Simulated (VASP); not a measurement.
## From VASP inputs to Ansatz: SnO (zincblende)

INCAR

```
GGA = CA
ENCUT = 520
LASPH = .TRUE.
EDIFF = 1E-7
NSW = 0
ISIF = 2
LREAL = .FALSE.
SIGMA = 0.02
NBANDS = 17
ISMEAR = -1
LCHARG = .FALSE.
NELM = 120
IBRION = -1
PREC = Accurate
LWAVE = .FALSE.
```

KPOINTS

```
KPOINTS created by Atomic Simulation Environment
0
Gamma
8 8 8
0 0 0
```

KPOINTS_OPT

```
special points
7
Reciprocal
0.0000000000 0.0000000000 0.0000000000 1
0.5000000000 0.0000000000 0.5000000000 1
0.5000000000 0.2500000000 0.7500000000 1
0.3750000000 0.3750000000 0.7500000000 1
0.5000000000 0.5000000000 0.5000000000 1
0.6250000000 0.2500000000 0.6250000000 1
0.5000000000 0.1000000000 0.6000000000 1
```

POSCAR

```
Sn O
 1.0000000000000000
     0.0000000000000000    2.7082147232636280    2.7082147232636280
     2.7082147232636280   -0.0000000000000000    2.7082147232636280
     2.7082147232636280    2.7082147232636280   -0.0000000000000000
 Sn  O
   1   1
Cartesian
 -0.0000000000000000 -0.0000000000000000 -0.0000000000000000
  1.3541073616318140  1.3541073616318140  1.3541073616318140
```

VASP ran with the recommended LDA PAW datasets (20 valence electrons in the cell).

Question: Write an Ansatz input for this cell and level of theory.

Answer: 

```yaml
crystal:
  lattice:
    - [0.0, 2.7082147233, 2.7082147233]
    - [2.7082147233, 0.0, 2.7082147233]
    - [2.7082147233, 2.7082147233, 0.0]
  atoms:
    - { symbol: Sn, position: [0.0, 0.0, 0.0] }
    - { symbol: O, position: [0.25, 0.25, 0.25] }
kpoints:
  mp_grid: { grid: [8, 8, 8] }
  band_path:
    path:
      - [0.0, 0.0, 0.0]
      - [0.5, 0.0, 0.5]
      - [0.5, 0.25, 0.75]
      - [0.375, 0.375, 0.75]
      - [0.5, 0.5, 0.5]
      - [0.625, 0.25, 0.625]
      - [0.5, 0.1, 0.6]
    npoints: 1
hamiltonian:
  xc: lda
scf:
  occupations: { method: fermi_dirac, width: 0.02 }
  n_extra_bands: 4
output:
  forces: true
  stress: true
  eigenvalues: true
```

Other inputs would serve too.

```csv
,VASP,Ansatz
gap between bands v and c,-0.20 eV (bands overlap: a metal),-0.20 eV (bands overlap: a metal)
least direct gap,0.08 eV,0.05 eV
pressure,-3.1 GPa,-3.2 GPa
```

The two codes use different PAW datasets and cutoffs. VASP's cell holds 20 valence electrons and Ansatz's 20. LDA means the Perdew–Zunger form with relativistic exchange in VASP and the Perdew–Wang form in Ansatz. Ansatz's stress includes a Pulay correction; VASP's doesn't.
